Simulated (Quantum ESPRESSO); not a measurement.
Input of a Quantum ESPRESSO 7.5 run:

pw.in

```
&CONTROL
  calculation = 'vc-relax'
  prefix = 'pwscf'
  outdir = './tmp'
  pseudo_dir = './pseudo'
  tprnfor = .true.
  tstress = .true.
  disk_io = 'low'
  nstep = 40
  forc_conv_thr = 0.0004
  etot_conv_thr = 1d-05
/
&SYSTEM
  ibrav = 0
  nat = 2
  ntyp = 2
  ecutwfc = 63
  ecutrho = 506
  nbnd = 14
  occupations = 'smearing'
  smearing = 'fd'
  degauss = 0.00367493
/
&ELECTRONS
  conv_thr = 4d-10
  electron_maxstep = 120
  mixing_beta = 0.5
/
&IONS
  ion_dynamics = 'bfgs'
/
&CELL
  cell_dynamics = 'bfgs'
  press = 20
  press_conv_thr = 0.3
/
ATOMIC_SPECIES
Ca    40.0780 Ca_pbe_v1.uspp.F.UPF
O     15.9990 O.pbe-n-kjpaw_psl.0.1.UPF
CELL_PARAMETERS angstrom
   0.0000000000    2.4035556960    2.4035556960
   2.4035556960    0.0000000000    2.4035556960
   2.4035556960    2.4035556960    0.0000000000
ATOMIC_POSITIONS angstrom
Ca     0.0000000000    0.0000000000    0.0000000000
O      2.4035556960    2.4035556960    2.4035556960
K_POINTS automatic
10 10 10 0 0 0
```

Potentials or basis: SSSP 1.3 efficiency PBE.

The run is started by

```console
$ OMP_NUM_THREADS=1 pw.x -in pw.in > pw.out
```

(1) Estimate the relaxed volume.

(2) What does it give for the relaxed cell?

Answers

(1) 13.81 Å³/atom.

(2) a = 3.393 Å, b = 3.393 Å, c = 3.393 Å, α = 60.00°, β = 60.00°, γ = 60.00°.
